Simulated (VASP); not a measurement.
# SGeH2 in VASP: settings compared, part 2 of 2

VASP 6.6.1. The steps go on from the part before.

### 6 Single point, BLYP+D4

File INCAR:

```
SYSTEM = GeH2S
PREC = Accurate ; ENCUT = 900
EDIFF = 1E-6 ; ISMEAR = 0
SIGMA = 0.01 ; LREAL = .FALSE.
LASPH = .TRUE. ; NELM = 80
ALGO = Normal ; ISIF = 2
LWAVE = .FALSE. ; LCHARG = .FALSE.
GGA = B5 ; ALDAX = 1.0
AGGAX = 1.0 ; AGGAC = 1.0
ALDAC = 0.0 ; IVDW = 13
VDW_S6 = 1.0 ; VDW_S8 = 2.34076671
VDW_A1 = 0.44488865 ; VDW_A2 = 4.0933009
```

File KPOINTS:

```
Automatic mesh
0
G
  1 1 1
  0 0 0
```

File POSCAR:

```
GeH2S
1.0
   11.0000000000      0.0000000000      0.0000000000
    0.0000000000     12.0000000000      0.0000000000
    0.0000000000      0.0000000000     11.0000000000
S Ge H
1 1 2
Direct
    0.4637227300      0.3947625000      0.5265363600
    0.4275045500      0.5564041700      0.4342363600
    0.5748590900      0.4147375000      0.5719454500
    0.5550409100      0.6087375000      0.4728000000
```

Potentials or basis: VASP PAW PBE potentials, release 64 (S_h, Ge_h, H_h).

Command:

```console
$ cat potpaw_PBE.64/S_h/POTCAR potpaw_PBE.64/Ge_h/POTCAR potpaw_PBE.64/H_h/POTCAR > POTCAR
$ mpirun -np 1 vasp_gam > vasp.out
```

OUTCAR:

```text
SYSTEM = GeH2S
   PREC = Accurate
   ENCUT = 900
   EDIFF = 1E-6
   ISMEAR = 0
   LREAL = .FALSE.
   LASPH = .TRUE.
   NELM = 80
   ISIF = 2
   GGA = B5
   IVDW = 13

 ion  position               nearest neighbor table
   1  0.464  0.395  0.527-   3 1.34   2 2.23
   2  0.428  0.556  0.434-   4 1.59   1 2.23
   3  0.575  0.415  0.572-   1 1.34
   4  0.555  0.609  0.473-   2 1.59

  LATTYP: Found a simple tetragonal cell.
 ALAT       =    11.0000000000
 C/A-ratio  =     1.0909090909

  Lattice vectors:

 A1 = ( -11.0000000000,   0.0000000000,   0.0000000000)
 A2 = (   0.0000000000,   0.0000000000,  11.0000000000)
 A3 = (   0.0000000000,  12.0000000000,   0.0000000000)

Analysis of symmetry for initial positions (statically):
=====================================================================
 Subroutine PRICEL returns:
 Original cell was already a primitive cell.

 Routine SETGRP: Setting up the symmetry group for a
 simple tetragonal supercell.

 Subroutine GETGRP returns: Found  1 space group operations
 (whereof  1 operations were pure point group operations)
 out of a pool of 16 trial point group operations.

The static configuration has the point symmetry C_1 .

Analysis of symmetry for dynamics (positions and initial velocities):
=====================================================================
 Subroutine PRICEL returns:
 Original cell was already a primitive cell.

 Routine SETGRP: Setting up the symmetry group for a
 simple tetragonal supercell.

 Subroutine GETGRP returns: Found  1 space group operations
 (whereof  1 operations were pure point group operations)
 out of a pool of 16 trial point group operations.

The dynamic configuration has the point symmetry C_1 .

 Subroutine INISYM returns: Found  1 space group operations
 (whereof  1 operations are pure point group operations),
 and found     1 'primitive' translations

----------------------------------------------------------------------------------------
[... 98 lines left out ...]
   GGA     = B5    functional components
   LHFCALC =     F    Hartree Fock is set to
   AEXX    =    0.0000 exact exchange contribution
   IVDW    =    13    specifies the selected vdW correction
   LEPSILON=     F    determine dielectric tensor
   LRPA    =     F    only Hartree local field effects (RPA)
 non-spin polarized calculation
 Gauss-broadening in eV      SIGMA  =   0.01
  energy-cutoff  :      900.00
  volume of cell :     1452.00
 maximum number of plane-waves:     44432
 NGX is ok and might be reduce to   108
   NGX = 53   NGY = 59   NGZ = 53

 number of electron      22.0000004 magnetization

 Free energy of the ion-electron system (eV)
  ---------------------------------------------------
  ext. energy  EPLUGINS =         0.00000000
  ---------------------------------------------------
  free energy    TOTEN  =       -13.79850621 eV

  energy without entropy =      -13.79850621  energy(sigma->0) =      -13.79850621

 E-fermi :  -5.6173     XC(G=0):  -0.8106

 val. band max:       -5.7139691632   @ k =   0.0000   0.0000   0.0000
 cond. band min:      -2.9470895598   @ k =   0.0000   0.0000   0.0000
 fundamental gap:      2.7668796034
 Fermi energy:        -5.6172539104

 k-point     1 :       0.0000    0.0000    0.0000
  band No.  band energies     occupation
      1     -28.6164      2.00000
      2     -28.5685      2.00000
      3     -28.4628      2.00000
      4     -28.3824      2.00000
      5     -28.3265      2.00000
      6     -17.8213      2.00000
      7     -12.3049      2.00000
      8      -9.7191      2.00000
      9      -6.9175      2.00000
     10      -6.4507      2.00000
     11      -5.7140      2.00000
     12      -2.9471      0.00000
     13      -0.8550      0.00000
     14      -0.3695      0.00000
     15       0.2076      0.00000

------------------------ aborting loop because EDIFF is reached ----------------------------------------

  DFT-D4 for vdW energy calculation

  Edisp (eV):   -0.16879

  FORCE on cell =-STRESS in cart. coord.  units (eV):
  Direction    XX          YY          ZZ          XY          YZ          ZX
  --------------------------------------------------------------------------------------
  -------------------------------------------------------------------------------------
  Total       0.51131     1.10882     0.32252    -0.08224    -0.53452     0.31510
  in kB       0.56420     1.22350     0.35588    -0.09074    -0.58980     0.34769
  external pressure =        0.71 kB  Pullay stress =        0.00 kB

 VOLUME and BASIS-vectors are now :
 -----------------------------------------------------------------------------
  energy-cutoff  :      900.00
  volume of cell :     1452.00
      direct lattice vectors                 reciprocal lattice vectors
    11.000000000  0.000000000  0.000000000     0.090909091  0.000000000  0.000000000
     0.000000000 12.000000000  0.000000000     0.000000000  0.083333333  0.000000000
     0.000000000  0.000000000 11.000000000     0.000000000  0.000000000  0.090909091

 POSITION                                       TOTAL-FORCE (eV/Angst)
 -----------------------------------------------------------------------------------
      5.10095      4.73715      5.79190        -0.076737     -0.577202      0.206737
      4.70255      6.67685      4.77660        -0.319482      0.472917     -0.356393
      6.32345      4.97685      6.29140         0.206141      0.007370      0.097396
      6.10545      7.30485      5.20080         0.190078      0.096915      0.052260
 -----------------------------------------------------------------------------------
    total drift:                               -0.000250     -0.000217      0.001285

  FREE ENERGIE OF THE ION-ELECTRON SYSTEM (eV)
  ---------------------------------------------------
  free  energy   TOTEN  =       -13.9672998567 eV

  energy  without entropy=      -13.9672998567  energy(sigma->0) =      -13.96729986
```

OSZICAR:

```text
N       E                     dE             d eps       ncg     rms          rms(c)
DAV:   1     0.168494555574E+03    0.16849E+03   -0.94669E+03    38   0.137E+03
DAV:   2     0.119674498565E+02   -0.15653E+03   -0.15540E+03    52   0.264E+02
DAV:   3    -0.138408423282E+02   -0.25808E+02   -0.25782E+02    37   0.964E+01
[... 15 lines left out ...]
DAV:  19    -0.137984989663E+02   -0.26306E-04   -0.59061E-05    37   0.874E-02    0.475E-04
DAV:  20    -0.137985038452E+02   -0.48789E-05   -0.20513E-05    37   0.517E-02    0.342E-04
DAV:  21    -0.137985064860E+02   -0.26408E-05   -0.21628E-05    30   0.538E-02    0.231E-04
DAV:  22    -0.137985059347E+02    0.55128E-06   -0.13531E-05    30   0.388E-02    0.149E-04
DAV:  23    -0.137985062080E+02   -0.27330E-06   -0.82792E-06    37   0.312E-02
   1 F= -.13967300E+02 E0= -.13967300E+02  d E =-.134343E-42
```

It took 6.1 min on 1 thread of Intel Xeon Platinum 8488C (Sapphire Rapids), shared host; peak memory 2 GiB.

What came out:

```yaml
Free_energy: -13.9673 eV
Largest_force: 0.673 eV/Å
Gap_between_the_frontier_levels: 2.77 eV
Dispersion_energy_per_atom: -0.042 eV
```

Forces on the atoms (eV/Å):
```
S   -0.077 -0.577  0.207
Ge  -0.319  0.473 -0.356
H    0.206  0.007  0.097
H    0.190  0.097  0.052
```

Caveat: the PAW data sets were made with another functional, which shifts forces and pressure a little.

### 7 Overview

| task | level | potentials or basis | cell | cutoff (eV) | gap on the mesh (eV) | largest force (eV/Å) |
| --- | --- | --- | --- | --- | --- | --- |
| single point | PBE | VASP PAW PBE potentials, release 64 (S, Ge_d, H) | atoms moved at random, drawn with an rms of 0.05 Å | 520 | 2.82 | 1.22 |
| relaxation of the atoms | PBE | VASP PAW PBE potentials, release 64 (S, Ge_d, H) | atoms relaxed from: atoms moved at random, drawn with an rms of 0.02 Å | 520 | 2.76 | - |
| atomic charges | PBE+TS | VASP PAW PBE potentials, release 64 (S, Ge_d, H) | as given | 520 | 2.76 | 0.32 |
| electron localisation function | PBE | VASP PAW PBE potentials, release 64 (S, Ge_d, H) | as given | 520 | 2.76 | 0.32 |
| single point | BLYP+D4 | VASP PAW PBE potentials, release 64 (S_h, Ge_h, H_h) | as given | 900 | 2.77 | 0.67 |

Alike in all rows: no spin polarisation; k mesh 1 × 1 × 1; smearing gaussian 0.01 eV.

Caveats: the PAW data sets were made with another functional, which shifts forces and pressure a little (some runs).

Absolute energies hang on the potentials; compare differences alone.
